Question

An infrared detector is to be built on a layer of InAs. Its designer needs the length of the crystal's cell, to judge which substrate fits, and the band gap, which sets the longest wavelength that the detector sees. The table lists the pressure that several levels of theory find in one and the same cell. A positive pressure means that the crystal pushes outward and would grow if the cell were relaxed.

Kohn-Sham DFT with GPAW, ABINIT and Ansatz for InAs (F-43m, 2 atoms, 27.49 Å³ per atom), all in the same fixed cell with a static lattice and no spin polarisation. The basis column gives the plane-wave cutoff. Pressure is positive in compression, and the Ansatz values exclude the Pulay correction of the stress.

```
method    rung  program                               potentials    basis  spin orbit             k mesh            smearing  pressure (GPa)
   LDA     LDA     GPAW     GPAW PAW data sets (gpaw data 1.2.1)   600 eV          no  8x8x8 2-atom cell     gaussian 0.02eV          -0.510
   LDA     LDA   Ansatz                               Ansatz PAW   420 eV          no  8x8x8 2-atom cell     gaussian 0.02eV          -0.310
   PBE     GGA     GPAW     GPAW PAW data sets (gpaw data 1.2.1)   600 eV          no  8x8x8 2-atom cell    gaussian 0.029eV           4.040
PBEsol     GGA   ABINIT   PseudoDojo NC SR PBEsol v0.4 stringent  1306 eV          no  6x6x6 2-atom cell  Fermi Dirac 0.05eV           0.840
PBEsol     GGA   ABINIT  PseudoDojo NC SR PBEsol v0.4.1 standard  1034 eV          no  6x6x6 2-atom cell  Fermi Dirac 0.05eV           1.000
 HSE06  hybrid   Ansatz                               Ansatz PAW   420 eV         yes  4x4x4 2-atom cell  Fermi Dirac 0.05eV           2.330
  PBE0  hybrid   Ansatz                               Ansatz PAW   420 eV         yes  4x4x4 2-atom cell  Fermi Dirac 0.05eV           2.140
```

The same runs give no gap with LDA, PBE and PBEsol, a gap of 0.49 eV with HSE06 and one of 1.12 eV with PBE0. The measured gap is roughly 0.4 eV. The measured cell at room temperature is roughly 0.4 % longer than the one used here, and about half of that excess comes from thermal and zero-point motion. Which level should be used for the length, which for the gap, and is the dearer level worth its price in both cases?

Model answer

The pressure first has to become a length. The bulk modulus B is the pressure needed per relative change of volume, and a relative change of length is a third of that of volume. With P for the pressure, the relaxed cell is therefore longer by the fraction

δ = P / (3B)

For InAs, B is roughly 58 GPa, so 1 GPa is worth about 0.6 % in length. For PBE the rule gives

δ = 4.04 / (3 × 58) ≈ 0.023

or 2.3 %. A crystal stiffens when it is compressed, and the Murnaghan equation, which allows for this, lowers the figure to 2.0 %. The uncertainty of B is of similar weight, so "about 2 %" is all that should be claimed.

The goal is not zero pressure. The calculation holds the atoms still, so a correct one should want to grow only by the static part of the excess, roughly 0.2 %. Against that goal PBE ends nearly 2 % too long and the two hybrids about 1 % too long. PBEsol ends 0.3 to 0.4 % too long, and LDA 0.4 to 0.5 % too short.

For the length, then, PBEsol or LDA is the choice, and the two bracket the answer. Runs with the same functional but another program or other potentials differ by up to 0.2 GPa, or about 0.1 % in length. That is small beside the steps between the levels, but not beside the narrow margin between the errors of PBEsol and LDA. If the substrate must match to a tenth of a percent, no level in the table is good enough, and the measured length should be used.

The reason for the order lies in how each functional treats an uneven density. LDA treats every point as part of a uniform electron gas and binds solids too tightly. PBE adds an exchange term that lowers the energy where the density varies steeply. Stretching a crystal makes its density more uneven, so this term rewards expansion and pushes the cell outward. PBEsol has a weaker gradient term and pushes less. The hybrids replace a quarter of the PBE exchange by exact exchange, which usually takes back part of the expansion.

The gap asks for something else. LDA, PBE and PBEsol place the empty states too low relative to the filled ones, and in InAs the error is large enough to close the gap. These runs leave out spin-orbit coupling, but that is no excuse for them, since the coupling raises the top of the valence band and would narrow a gap further. Exact exchange moves the filled and empty states apart. HSE06 uses it only at short range, which imitates the screening inside a semiconductor; PBE0 keeps it at all distances and overshoots. HSE06 is therefore the choice for the gap.

The price follows from what has to be computed. For exchange and correlation, LDA needs only the density, and PBE and PBEsol need its gradient as well, so choosing among the three costs next to nothing. Exact exchange couples each occupied orbital to the occupied orbitals at all k points. With spin-orbit coupling each of the 28 electrons in the cell has an orbital of its own, so in the hybrid runs every orbital has 64 × 28 = 1792 partners, before symmetry is used. Doubling the mesh in each direction multiplies the number of pairs by 64. That price is justified for the gap, but for the length it buys a worse result than PBEsol gives.

Remarks on the reasoning

It would be a mistake to read the rungs as a scale of accuracy. PBE and PBEsol both stand on the GGA rung, yet they lie at least 3.0 GPa apart, further than LDA lies from either hybrid. The name of the functional matters more here than the name of its rung.

A good answer also tests its explanation. If the outward push simply followed the strength of the exchange gradient term, whose coefficient is about 0.12 in PBEsol and 0.22 in PBE, the two GPAW runs with LDA and PBE would predict for PBEsol

P ≈ −0.51 + (0.12 / 0.22) × 4.55 ≈ 2.0 GPa

where 4.55 GPa is the step from LDA to PBE. The PBEsol runs, which did not enter this estimate, give 0.84 and 1.00 GPa. The direction is right, but the prediction is about twice too high, far outside the scatter between programs. A likely reason is that correlation has a gradient term of its own which works the other way, and PBEsol weakens it less than it weakens the exchange term.

The false closing of the gap also touches the pressure. In the LDA and PBE runs and in the PBEsol run with standard potentials, the s-like level at the centre of the Brillouin zone lies below the p-like levels and takes an electron pair that belongs to them. A coarse mesh gives this one point too much weight, which may shift the pressure by the order of 0.1 GPa. That is one more reason not to rank PBEsol against LDA on this table. The hybrids were run on a coarser mesh still, and the long-range exchange of PBE0 converges more slowly with the mesh than the short-range exchange of HSE06. The 0.19 GPa between them should therefore not be interpreted.

Finally, the gap should be computed in the measured cell, not in one relaxed with the same hybrid. The bottom of the conduction band is an antibonding s-like state, which sinks as the atoms move apart. Relaxing with HSE06 would lengthen the cell by about 1.2 % and lower the gap by an estimated 0.2 eV, a large part of the whole. Going from the cell used here to the measured one should lower it by less than 0.1 eV, which brings the HSE06 gap closer to the measured one. The printed output below gives the converted length for every row.

The analysis program printed:

```
Scatter of LDA between programs (GPa): 0.2
Scatter of PBEsol between potentials (GPa): 0.16
Difference of the two hybrids (GPa): 0.19
Smallest step from LDA to PBEsol (GPa): 1.15
Smallest step from PBEsol to a hybrid (GPa): 1.14
Smallest step from a hybrid to PBE (GPa): 1.71
Smallest step from PBEsol to PBE (GPa): 3.04
Largest step from PBEsol to PBE (GPa): 3.2
Step from LDA to PBE within GPAW (GPa): 4.55
PBEsol pressure if it scaled with the exchange gradient coefficient (GPa): 1.972
Smallest miss of that scaling (GPa): 0.9718
Largest miss of that scaling (GPa): 1.132
Change of length per GPa in the linear rule (percent): 0.5747
Change of cell length on relaxing and error against the target (percent):
     row   linear  Murnaghan  softer crystal B 50  error to room temperature cell  error to static cell
     LDA  -0.2931    -0.2986              -0.3474                         -0.6986               -0.4986
     LDA  -0.1782    -0.1802              -0.2094                         -0.5802               -0.3802
     PBE    2.322       2.04                2.324                            1.64                  1.84
  PBEsol   0.4828     0.4688               0.5413                         0.06877                0.2688
  PBEsol   0.5747      0.555               0.6404                           0.155                 0.355
   HSE06    1.339      1.239                 1.42                          0.8385                 1.039
    PBE0     1.23      1.144                1.313                          0.7443                0.9443
Gap of HSE06 in the given cell (eV): 0.4917
Gap of PBE0 in the given cell (eV): 1.12
Rough fall of the HSE06 gap on relaxing (eV): 0.2257
Filling of the triplet at Gamma in PBEsol standard (fraction): 0.6726
Order of the pressure from one misplaced pair at Gamma on 6x6x6 (GPa): 0.1619
Occupied partners of each orbital in exact exchange on 4x4x4 before symmetry (count): 1792
Growth of exchange pairs from 4x4x4 to 8x8x8 (factor): 64
```
